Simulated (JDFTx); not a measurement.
# CuI (Marshite) (F-43m) in JDFTx: reference runs, part 2 of 2

JDFTx 1.7.0 (patched build). The steps go on from the part before.

### Step 4. Single point, PBE

Contents of CuI.in:

```
lattice \
    0.0000000000     5.7287047468     5.7287047468 \
    5.7287047468     0.0000000000     5.7287047468 \
    5.7287047468     5.7287047468     0.0000000000
coords-type Lattice
ion I      0.0000000000     0.0000000000     0.0000000000 1
ion Cu     0.7500000000     0.7500000000     0.7500000000 1

ion-species pseudo/I.upf
ion-species pseudo/Cu.upf
elec-cutoff 46 368
elec-ex-corr gga-PBE
kpoint-folding 8 8 8
elec-smearing Fermi 0.0018374661
elec-n-bands 19
electronic-SCF nIterations 100 energyDiffThreshold 1e-09
electronic-minimize nIterations 30 energyDiffThreshold 1e-7
converge-empty-states yes
forces-output-coords Cartesian

dump-name run.$VAR
dump End Ecomponents EigStats BandEigs Kpoints Forces Stress
```

Potentials or basis: PseudoDojo-SR-PBE-0.5-standard with smoothed tails.

The run is started by

```console
$ jdftx -c 1 -i CuI.in -o CuI.out
```

What it wrote:

```text
*************** JDFTx 1.7.0 (patched build) ***************

Input parsed successfully to the following command list (including defaults):
[... the input with its defaults ...]

---------- Setting up symmetries ----------

Found 48 point-group symmetries of the bravais lattice
Found 24 space-group symmetries with basis
Applied RMS atom displacement 0 bohrs to make symmetries exact.

---------- Initializing the Grid ----------
R =
[            0       5.7287       5.7287  ]
[       5.7287            0       5.7287  ]
[       5.7287       5.7287            0  ]
unit cell volume = 376.01
G =
[  -0.548395   0.548395   0.548395  ]
[   0.548395  -0.548395   0.548395  ]
[   0.548395   0.548395  -0.548395  ]
Minimum fftbox size, Smin = [  72  72  72  ]
Chosen fftbox size, S = [  72  72  72  ]

---------- Initializing tighter grid for wavefunction operations ----------
R =
[            0       5.7287       5.7287  ]
[       5.7287            0       5.7287  ]
[       5.7287       5.7287            0  ]
unit cell volume = 376.01
G =
[  -0.548395   0.548395   0.548395  ]
[   0.548395  -0.548395   0.548395  ]
[   0.548395   0.548395  -0.548395  ]
Minimum fftbox size, Smin = [  52  52  52  ]
Chosen fftbox size, S = [  54  54  54  ]

---------- Exchange Correlation functional ----------
Initalized PBE GGA exchange.
Initalized PBE GGA correlation.

---------- Setting up pseudopotentials ----------
Width of ionic core gaussian charges (only for fluid interactions / plotting) set to 0
[... 85 lines left out ...]
	FillingsUpdate:  mu: +0.272937886  nElectrons: 26.000000
SCF: Cycle: 14   F: -197.151274773489064   dF: -5.757e-09   |Residual|: 1.963e-05   |deigs|: 4.165e-05
	FillingsUpdate:  mu: +0.272937192  nElectrons: 26.000000
SCF: Cycle: 15   F: -197.151274777662962   dF: -4.174e-09   |Residual|: 1.434e-05   |deigs|: 2.930e-05
	FillingsUpdate:  mu: +0.272936706  nElectrons: 26.000000
SCF: Cycle: 16   F: -197.151274779172439   dF: -1.509e-09   |Residual|: 1.083e-05   |deigs|: 1.915e-05
	FillingsUpdate:  mu: +0.272936526  nElectrons: 26.000000
SCF: Cycle: 17   F: -197.151274780005650   dF: -8.332e-10   |Residual|: 1.035e-05   |deigs|: 6.767e-05
	FillingsUpdate:  mu: +0.272936652  nElectrons: 26.000000
SCF: Cycle: 18   F: -197.151274780349326   dF: -3.437e-10   |Residual|: 1.184e-05   |deigs|: 3.750e-05
SCF: Converged (|Delta E|<1.000000e-09 for 2 iters).

Setting wave functions to eigenvectors of Hamiltonian
Converging empty states (this may take a while):
EmptyStates: None of the convergence criteria satisfied.
|deigs|: 2.882e-04

# Stress tensor in Cartesian coordinates [Eh/a0^3]:
[ -5.05001e-06            0            0  ]
[            0 -5.05001e-06            0  ]
[            0            0 -5.05001e-06  ]

# Ionic positions in lattice coordinates:
ion I   0.000000000000000   0.000000000000000   0.000000000000000 1
ion Cu   0.750000000000000   0.750000000000000   0.750000000000000 1

# Forces in Cartesian coordinates:
force I  -0.000000000000000  -0.000000000000000   0.000000000000000 1
force Cu   0.000000000000000   0.000000000000000  -0.000000000000000 1

# Energy components:
   Eewald =      -91.3430046985441493
       EH =       91.9092659703966888
     Eloc =     -234.7185624667939123
      Enl =      -31.7199383319116492
      Exc =      -27.3490129816977294
 Exc_core =        5.4084972588953981
       KE =       90.6614804765729474
-------------------------------------
     Etot =     -197.1512747730824344
       TS =        0.0000000072668812
-------------------------------------
        F =     -197.1512747803493255

IonicMinimize: Iter:   0  F: -197.151274780349326  |grad|_K:  1.783e-35
IonicMinimize: Converged (|grad|_K<1.000000e-04).

#--- Lowdin population analysis ---
# oxidation-state I -0.261
# oxidation-state Cu +0.434

Dumping 'run.eigStats' ...
	eMin: -3.846336 at state 0 ( [ +0.000000 +0.000000 +0.000000 ] spin 0 )
	HOMO: +0.251373 at state 0 ( [ +0.000000 +0.000000 +0.000000 ] spin 0 )
	mu  : +0.272933
	LUMO: +0.291514 at state 0 ( [ +0.000000 +0.000000 +0.000000 ] spin 0 )
	eMax: +0.683648 at state 28 ( [ +0.250000 +0.500000 -0.250000 ] spin 0 )
	HOMO-LUMO gap: +0.040141
	Optical gap  : +0.040141 at state 0 ( [ +0.000000 +0.000000 +0.000000 ] spin 0 )
WARNING: the last solve of the electrons (or of bands or displaced states from it) ended unconverged.
Done!
[note: mu as printed may lie anywhere between the filled and the empty levels]
```

It took 4 min on 1 thread of Intel Xeon Platinum 8375C at 2.90GHz (Ice Lake), shared host; peak memory 0.24 GiB.

What came out:

| Property | Result |
| --- | --- |
| Free energy | -5364.7595 eV |
| Pressure | 0.1 GPa |
| Band gap on the k mesh | 1.09 eV, direct |
| Loewdin charges | I -0.26; Cu +0.43 e |

Caveat: the atomic charges don't sum to the cell's charge; the empty levels aren't tightly converged; spin-orbit coupling is left out, which moves the levels of the heavy elements.

### Step 5. Single point, PBE (atoms moved at random, drawn with an rms of 0.05 Å)

CuI.in, as its differences from that of step 4:

```diff
@@ -5,4 +5,4 @@
 coords-type Lattice
-ion I      0.0000000000     0.0000000000     0.0000000000 1
-ion Cu     0.7500000000     0.7500000000     0.7500000000 1
+ion I     -0.0046820000     0.0068710000     0.0036750000 1
+ion Cu     0.7620060000     0.7612780000     0.7376760000 1
```

The run is started by

```console
$ jdftx -c 1 -i CuI.in -o CuI.out
```

Run time: 30 min. Hardware: 1 thread of Intel Xeon Platinum 8375C at 2.90GHz (Ice Lake), shared host; peak memory 1.6 GiB.

It converged, with:

```
Free energy            : -5364.7527 eV
Pressure               : 0.3 GPa
Largest force          : 0.187 eV/Å
Band gap on the k mesh : 1.08 eV, direct
Loewdin charges        : I -0.26; Cu +0.43 e
```

Forces in eV/Å, atoms in the order of the input:
```
I   -0.090 -0.022  0.163
Cu   0.090  0.022 -0.163
```

Stress tensor (GPa, compression positive):
```
 0.28  0.62 -0.08
 0.62  0.30 -0.34
-0.08 -0.34  0.25
```

Levels at points of the mesh, in eV from the valence-band top:
| k point | band 10 | band 11 | band 12 | band 13 | band 14 | band 15 | band 16 | band 17 |
| --- | --- | --- | --- | --- | --- | --- | --- | --- |
| (0.00, 0.00, 0.00) | -1.86 | -0.06 | -0.02 | 0.00 | 1.08 | 4.84 | 4.84 | 4.88 |
| (0.00, 0.00, 0.50) | -1.84 | -1.82 | -0.82 | -0.76 | 2.17 | 5.34 | 5.53 | 7.42 |
| (0.00, 0.50, 0.00) | -1.82 | -1.77 | -0.76 | -0.67 | 2.08 | 5.23 | 5.53 | 7.33 |
| (0.00, 0.50, 0.50) | -1.81 | -1.78 | -1.53 | -1.49 | 2.66 | 2.87 | 9.13 | 9.68 |
| (0.50, 0.00, 0.00) | -1.81 | -1.75 | -0.69 | -0.64 | 2.03 | 5.25 | 5.43 | 7.29 |
| (0.50, 0.00, 0.50) | -1.81 | -1.78 | -1.51 | -1.51 | 2.68 | 2.86 | 9.13 | 9.72 |
| (0.50, 0.50, 0.00) | -1.81 | -1.78 | -1.55 | -1.47 | 2.64 | 2.90 | 9.13 | 9.64 |
| (0.50, 0.50, 0.50) | -1.83 | -1.80 | -0.79 | -0.70 | 2.13 | 5.26 | 5.55 | 7.37 |

Caveat: the atomic charges don't sum to the cell's charge; the empty levels aren't tightly converged; spin-orbit coupling is left out, which moves the levels of the heavy elements.
